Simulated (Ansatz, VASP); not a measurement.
**Pb in VASP and in Ansatz**

Contents of INCAR:

```
PREC = Accurate
ENCUT = 520
EDIFF = 1E-6
ISMEAR = -1
SIGMA = 0.05
LREAL = False
LASPH = True
NELM = 150
ALGO = Normal
ISIF = 2
LWAVE = False
LCHARG = True
MAGMOM = 0 0 0
LORBIT = 11
LSORBIT = True
GGA_COMPAT = False
LORBMOM = True
LVHAR = True
NBANDS = 25
```

The input KPOINTS:

```
Automatic mesh
0
Gamma
  13 13 13
```

POSCAR

```
Pb
1.0
    0.0000000000      2.4947547435      2.4947547435
    2.4947547435      0.0000000000      2.4947547435
    2.4947547435      2.4947547435      0.0000000000
Pb
1
Direct
    0.0000000000      0.0000000000      0.0000000000
```

Input for Ansatz:

```yaml
crystal:
  lattice:
    - [0.0, 2.4947547435, 2.4947547435]
    - [2.4947547435, 0.0, 2.4947547435]
    - [2.4947547435, 2.4947547435, 0.0]
  atoms:
    - { symbol: Pb, position: [0.0, 0.0, 0.0] }
kpoints:
  mp_grid: { grid: [13, 13, 13] }
  band_path:
    path:
      - [0.0, 0.0, 0.0]
      - [0.5, 0.0, 0.5]
      - [0.625, 0.25, 0.625]
      - [0.375, 0.375, 0.75]
      - [0.0, 0.0, 0.0]
      - [0.5, 0.5, 0.5]
      - [0.5, 0.25, 0.75]
      - [0.5, 0.0, 0.5]
    npoints: 5
scf:
  occupations: { method: fermi_dirac, width: 0.05 }
hamiltonian:
  xc: lda
  pseudopotentials: { kind: all_electron, lapw: { basis_error: 0.001 } }
output:
  forces: true
  stress: true
  eigenvalues: true
magnetization:
  noncollinear: true
  spin_orbit: true
```

Alike in both runs: task single point; functional LDA; k mesh 13 × 13 × 13; occupations fermi-dirac, width 0.05 eV; non-collinear spin, spin-orbit coupling.

|  | VASP | Ansatz |
| --- | --- | --- |
| version | VASP 6.6.1 | Ansatz 0.2.0 |
| potentials or method | VASP PAW LDA potentials, release 64 (Pb_d) | all-electron LAPW |
| plane-wave cutoff (eV) | 520 | see its input |

```csv
,VASP,Ansatz,Ansatz less VASP
pressure (GPa),-2.7,-2.6,+0.03
net moment per atom (μB),0.00,0.00,0.000
```

Ansatz ran all-electron here, so the differences hold the error of VASP's frozen core and of both bases.
